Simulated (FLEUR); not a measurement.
Crystal: C.

```
C
1.0
     0.00000    1.78337    1.78337
     1.78337    0.00000    1.78337
     1.78337    1.78337    0.00000
C
2
Cartesian
  2.6751 2.6751 2.6751
  1.7834 1.7834 1.7834
```

This isn't the form of C at room conditions, which is graphite.

Base run:

| Quantity | Value |
| --- | --- |
| Program | FLEUR MaX-R8.1 (later development tree) |
| Functional | r2SCAN |
| Potentials or basis | all-electron |
| Basis | FLAPW |
| Kmax | 5.33 1/bohr |
| k mesh | 13 × 13 × 13 |
| Occupations | fermi-dirac, width 0.05 eV |
| Spin | no spin polarisation |

Its results: band gap on the k mesh 4.36 eV, indirect (least direct gap 5.88 eV).

The run is repeated on the same cell with these changes: functional from r2SCAN to BLYP. What comes out?

Band gap on the k mesh 4.46 eV, indirect (least direct gap 5.74 eV).

Caveats: the meta-GGA is that of a development version, with a GGA for the radial functions and cores and without core tails (some runs).
